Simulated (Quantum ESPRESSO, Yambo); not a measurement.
## P (puckered monolayer): G0W0 in Yambo against the bands

How does the gap of P (puckered monolayer) converge in the bands?

Main program and level: Yambo 5.3.0; PBE and many-body steps on it, plane waves.

Most raw output is cut from this account.

### 1. Set-up

The cell holds 4 atoms: 4 P. Cell: a = 4.627 Å, b = 3.304 Å, c = 14.000 Å, α = 90.0°, β = 90.0°, γ = 90.0°. It derives from  ([{'formula': 'P', 'spacegroup': 64, 'source': 'prototype of the bulk crystal'}]). Vacuum lies along c.

Coordinates:

```xyz
4
Lattice="4.6272 0.0000 0.0000 0.0000 3.3044 0.0000 0.0000 0.0000 14.0000" Properties=species:S:1:pos:R:3
P     0.4108    0.0000    8.0537
P     1.9028    1.6522    8.0537
P     2.7243    1.6522    5.9463
P     4.2164    0.0000    5.9463
```

The structure was relaxed with PBE. The runs that relaxed it are not among those shown.

### 2. 23 bands

This step: Yambo 5.3.0; G0W0 on PBE, plane waves, norm-conserving pseudopotentials.

G0W0 replaces the xc potential by the self-energy, built once from these orbitals. Only a window of levels is corrected, while the sums run over the empty bands that the input names.

The input, gw1.in:

```
HF_and_locXC
gw0
dyson
ppa
em1d
rim_cut
rim_w
RandQpts= 3000000
RandGvec= 100 RL
CUTGeo= "slab z"
RandGvecW= 9 RL
EXXRLvcs= 36 Ry
VXCRLvcs= 144 Ry
Chimod= "HARTREE"
% BndsRnXp
 1 | 23 |
%
NGsBlkXp= 6 Ry
% LongDrXp
 1 | 1 | 0 |
%
% GbndRnge
 1 | 23 |
%
DysSolver= "n"
ExtendOut
PPAPntXp= 27.21138 eV
% QPkrange
 1 | 1 | 9 | 12 |
%
```

The run is started by

```bash
OMP_NUM_THREADS=2 mpirun -n 4 yambo -F gw1.in -J gw1 -C gw1 > gw1.log
```

Wall time 56 s (4 MPI ranks of Arm Neoverse V2, shared host); peak memory 2.1 GiB; 4.7 min of CPU time.

Numbers from this step:

```
G0W0 gap on the points computed              : 2.032 eV
starting gap on the mesh                     : 0.9076 eV
k of the valence top                         : 0, 0, 0
k of the conduction bottom                   : 0, 0, 0
least direct G0W0 gap on the computed points : 2.032 eV
Z at the valence top                         : 0.7483
Z at the conduction bottom                   : 0.7583
```

The gap on the mesh goes from 0.91 eV to 2.03 eV, a correction of +1.12 eV.

### 3. 38 bands

gw2.in, as its differences from gw1.in of step 2:

```diff
@@ -15,3 +15,3 @@
 % BndsRnXp
- 1 | 23 |
+ 1 | 38 |
 %
@@ -22,3 +22,3 @@
 % GbndRnge
- 1 | 23 |
+ 1 | 38 |
 %
```

The run is started by

```bash
OMP_NUM_THREADS=2 mpirun -n 4 yambo -F gw2.in -J gw2 -C gw2 > gw2.log
```

It took 65 s on 4 MPI ranks; peak memory 2.1 GiB; 6 min of CPU time.

This step gave:

* G0W0 gap on the points computed: 1.970 eV
* starting gap on the mesh: 0.9076 eV
* k of the valence top: 0, 0, 0
* k of the conduction bottom: 0, 0, 0
* least direct G0W0 gap on the computed points: 1.970 eV
* Z at the valence top: 0.7442
* Z at the conduction bottom: 0.7548

Against the run before, the gap moves by −0.062 eV.

### 4. 67 bands

gw3.in, as its differences from gw2.in of step 3:

```diff
@@ -15,3 +15,3 @@
 % BndsRnXp
- 1 | 38 |
+ 1 | 67 |
 %
@@ -22,3 +22,3 @@
 % GbndRnge
- 1 | 38 |
+ 1 | 67 |
 %
```

The run is started by

```bash
OMP_NUM_THREADS=2 mpirun -n 4 yambo -F gw3.in -J gw3 -C gw3 > gw3.log
```

Elapsed: 86 s, on 4 MPI ranks; peak memory 2.1 GiB; 8.7 min of CPU time.

This step gave:

| Property | Result |
| --- | --- |
| G0W0 gap on the points computed | 1.951 eV |
| starting gap on the mesh | 0.9076 eV |
| k of the valence top | 0, 0, 0 |
| k of the conduction bottom | 0, 0, 0 |
| least direct G0W0 gap on the computed points | 1.951 eV |

Against the run before, the gap moves by −0.019 eV.

### 5. 114 bands

gw4.in, as its differences from gw3.in of step 4:

```diff
@@ -15,3 +15,3 @@
 % BndsRnXp
- 1 | 67 |
+ 1 | 114 |
 %
@@ -22,3 +22,3 @@
 % GbndRnge
- 1 | 67 |
+ 1 | 114 |
 %
```

The run is started by

```bash
OMP_NUM_THREADS=2 mpirun -n 4 yambo -F gw4.in -J gw4 -C gw4 > gw4.log
```

The job ended after 1.9 min (4 MPI ranks; peak memory 2.1 GiB).

Numbers from this step:

```yaml
g0w0_gap_on_the_points_computed: 1.962 eV
starting_gap_on_the_mesh: 0.9076 eV
k_of_the_valence_top: 0, 0, 0
k_of_the_conduction_bottom: 0, 0, 0
least_direct_g0w0_gap_on_the_computed_points: 1.962 eV
```

Against the run before, the gap moves by +0.011 eV.

### 6. 171 bands

gw5.in, as its differences from gw4.in of step 5:

```diff
@@ -15,3 +15,3 @@
 % BndsRnXp
- 1 | 114 |
+ 1 | 171 |
 %
@@ -22,3 +22,3 @@
 % GbndRnge
- 1 | 114 |
+ 1 | 171 |
 %
```

The run is started by

```bash
OMP_NUM_THREADS=2 mpirun -n 4 yambo -F gw5.in -J gw5 -C gw5 > gw5.log
```

Elapsed: 2.6 min, on 4 MPI ranks; peak memory 2.7 GiB.

This step gave:

```yaml
g0w0_gap_on_the_points_computed: 1.965 eV
starting_gap_on_the_mesh: 0.9076 eV
k_of_the_valence_top: 0, 0, 0
k_of_the_conduction_bottom: 0, 0, 0
least_direct_g0w0_gap_on_the_computed_points: 1.965 eV
```

Against the run before, the gap moves by +0.002 eV.

### 7. 235 bands

gw6.in, as its differences from gw5.in of step 6:

```diff
@@ -15,3 +15,3 @@
 % BndsRnXp
- 1 | 171 |
+ 1 | 235 |
 %
@@ -22,3 +22,3 @@
 % GbndRnge
- 1 | 171 |
+ 1 | 235 |
 %
```

The run is started by

```bash
OMP_NUM_THREADS=2 mpirun -n 4 yambo -F gw6.in -J gw6 -C gw6 > gw6.log
```

The job ended after 3.2 min (4 MPI ranks; peak memory 3.3 GiB; 23 min of CPU time).

This step gave:

| Quantity | Value |
| --- | --- |
| G0W0 gap on the points computed | 1.964 eV |
| starting gap on the mesh | 0.9076 eV |
| k of the valence top | 0, 0, 0 |
| k of the conduction bottom | 0, 0, 0 |
| least direct G0W0 gap on the computed points | 1.964 eV |

Against the run before, the gap moves by −0.0001 eV.

### 8. The runs together

Times are wall times on 4 MPI ranks of Arm Neoverse V2, shared host, good to a factor of about two.

```tsv
run	mesh	bands	screening cutoff (eV)	DFT gap (eV)	gap on the mesh (eV)	direct (eV)	time
23 bands	6×8×1	23	81.6	0.908	2.032	2.032	56 s
38 bands	6×8×1	38	81.6	0.908	1.970	1.970	65 s
67 bands	6×8×1	67	81.6	0.908	1.951	1.951	86 s
114 bands	6×8×1	114	81.6	0.908	1.962	1.962	1.9 min
171 bands	6×8×1	171	81.6	0.908	1.965	1.965	2.6 min
235 bands	6×8×1	235	81.6	0.908	1.964	1.964	3.2 min
```

### 9. Results

```
23 bands     : 2.032 eV
38 bands     : 1.970 eV
67 bands     : 1.951 eV
114 bands    : 1.962 eV
171 bands    : 1.965 eV
235 bands    : 1.964 eV
known limits : not at the basis limit
```

In words: The setting moved: bands. From 23 bands to 235 bands the gap moves by −0.07 eV, for 3.5 times the time. It holds to 0.03 eV from 38 bands on. Bands and screening cutoff are coupled, so a series along one setting does not show full convergence. Bands and cutoff are finite, so the gap is not at the basis limit. The miss can reach some tenths of an eV and take either sign; the mesh is an error of its own. In the G0W0 runs levels were corrected at 1 k point alone, so a gap called «on the mesh» is the least over those, and an edge elsewhere would be missed.

[Paths, hosts, dates, memory and timing lines, banners, echoed tables and standing remarks are left out of the program output.]

[Logs are printed without paths, hosts, clocks, repeated set-up lines and the standing remarks that a program may print on its own settings, such as how far it seeks lower states.]

[Runs of the session that timed out or met a known fault of the program may be left out.]

[Hosts, paths, dates, database ids (printed as entryN), source tags and the programs' standing remarks are cut or masked in the printed files.]
